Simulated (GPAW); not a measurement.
Input of a GPAW 26.7.0 run:

run.py

```python
from ase.dft.bandgap import bandgap
from ase.io import read, write
from ase.units import GPa
from gpaw import GPAW, PW

atoms = read('MnO.xyz')
atoms.set_initial_magnetic_moments([5.0, 0.0])

calc = GPAW(mode=PW(600),
            xc='LDA',
            kpts={'size': (8, 8, 8), 'gamma': True},
            occupations={'name': 'fermi-dirac', 'width': 0.05},
            nbands=21,
            maxiter=120,
            txt='gpaw.txt')
atoms.calc = calc
energy = atoms.get_potential_energy()
forces = atoms.get_forces()
stress = atoms.get_stress()
calc.write('gs.gpw')
write('result.traj', atoms)
print(f'Energy: {energy:.6f} eV')
print('Forces (eV/A):')
print(forces.round(4))
print('Stress (GPa):', (stress / GPa).round(3))
print('Moments:', calc.get_magnetic_moments().round(3))
print('Fermi level:', round(calc.get_fermi_level(), 4), 'eV')
print(f'Gap: {bandgap(calc)[0]:.4f} eV, direct: {bandgap(calc, direct=True)[0]:.4f} eV')
```

Contents of MnO.xyz:

```xyz
2
Lattice="0.0000000000 2.2239077028 2.2239077028 2.2239077028 0.0000000000 2.2239077028 2.2239077028 2.2239077028 0.0000000000" Properties=species:S:1:pos:R:3 pbc="T T T"
Mn     0.0000000000      0.0000000000      0.0000000000
O      2.2239077028      2.2239077028      2.2239077028
```

Potentials or basis: the program's PAW data sets (release 1.2.1) made for this functional, pw.

Run with:

```console
$ OMP_NUM_THREADS=1 python run.py
```

(1) What does it give for the net moment?

(2) What does it give for the site moments?

(3) Predict the pressure.

Answers

(1) 4.61 μB per cell.

(2) Mn +4.09; O +0.16 μB.

(3) -18.8 GPa.

Caveat: the cutoff is short for stress and forces, so pressures can be off by a GPa or more; so large a pressure means that the cell lies far from this level's equilibrium, or that cutoff or potentials fall short; a cell with one magnetic atom can't hold antiferromagnetic order, which such compounds often take; semilocal functionals often make such compounds metallic where correlation or magnetic order opens a gap, which also shifts bond lengths.
